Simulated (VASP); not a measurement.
Input of a VASP 6.6.1 run:

File INCAR:

```
SYSTEM = SnSe
PREC = Accurate
ENCUT = 520
EDIFF = 1E-6
ISMEAR = -1
SIGMA = 0.05
LREAL = .False.
LASPH = .True.
NELM = 100
ALGO = Normal
ISIF = 2
LWAVE = .False.
LCHARG = .True.
LDIPOL = .True.
IDIPOL = 3
DIPOL = 0.5 0.5 0.500
GGA = B5
ALDAX = 1.0
AGGAX = 1.0
AGGAC = 1.0
ALDAC = 0.0
LELF = .True.
LVHAR = .True.
LVACPOTAV = .True.
```

File KPOINTS:

```
Automatic mesh
0
Gamma
  5 5 1
  0 0 0
```

POSCAR

```
SnSe
1.0
    4.3100000000      0.0000000000      0.0000000000
    0.0000000000      4.3180000000      0.0000000000
    0.0000000000      0.0000000000     23.8958000000
Sn Se
4 4
Direct
    0.5000000000      0.2500000000      0.3138626872
    0.0000000000      0.7500000000      0.4412197959
    0.0000000000      0.2500000000      0.5587802041
    0.5000000000      0.7500000000      0.6861373128
    0.0000000000      0.7500000000      0.3256187280
    0.5000000000      0.2500000000      0.4294637551
    0.5000000000      0.7500000000      0.5705362449
    0.0000000000      0.2500000000      0.6743812720
```

Potentials or basis: VASP PAW PBE potentials, release 64 (Sn_d, Se).

Run with:

```bash
$ cat potpaw_PBE.64/Sn_d/POTCAR potpaw_PBE.64/Se/POTCAR > POTCAR
$ mpirun -np 1 vasp_std > vasp.out
```

Question: What does it give for the ionisation potential of the upper face?

Answer: 4.08 eV.

Question: Estimate the band gap on the k mesh.

Answer: 0.90 eV, indirect (least direct gap 1.00 eV).

Question: Estimate the largest force.

Answer: 0.259 eV/Å.

Forces on the atoms (eV/Å):
```
Sn   0.000  0.000 -0.016
Sn   0.000  0.000 -0.259
Sn   0.000  0.000  0.259
Sn   0.000  0.000  0.016
Se   0.000  0.000 -0.202
Se   0.000  0.000 -0.127
Se   0.000  0.000  0.127
Se   0.000  0.000  0.202
```

Caveat: the PAW data sets were made with another functional, which shifts forces and pressure a little; spin-orbit coupling is left out, which moves the levels of the heavy elements.
